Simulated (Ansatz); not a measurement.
A run of Ansatz 0.2.0:

File input.yaml:

```yaml
crystal:
  lattice:
    - [-1.8946518192, 1.8946518192, 1.8946518192]
    - [1.8946518192, -1.8946518192, 1.8946518192]
    - [1.8946518192, 1.8946518192, -1.8946518192]
  atoms:
    - { symbol: Sn, position: [0.0, 0.0, 0.0] }
kpoints:
  mp_grid: { grid: [10, 10, 10] }
scf:
  occupations: { method: fermi_dirac, width: 0.05 }
hamiltonian:
  xc: pbe
  dispersion: d3bj
  pseudopotentials: { kind: all_electron, lapw: { basis_error: 0.001 } }
output:
  forces: true
  stress: true
relax:
  f_tol: 0.02
  max_steps: 60
  cell: {}
```

Potentials or basis: all-electron LAPW, scalar-relativistic.

Launch:

```bash
$ ansatz run input.yaml --threads 1 --pin off --max-ram 3072MiB --backend cpu --events-out ev --progress --plain --runs-dir out
```

Hardware: 1 thread of Arm Neoverse V2, on a shared host.

**Question.** Estimate the wall time of this run.

**Answer.** Wall time 6.8 s on 1 thread of Arm Neoverse V2 (shared host), peak memory 0.24 GiB. Counts: scf iterations 14, plane waves 141, k points 47, bands 15, ion steps 3.
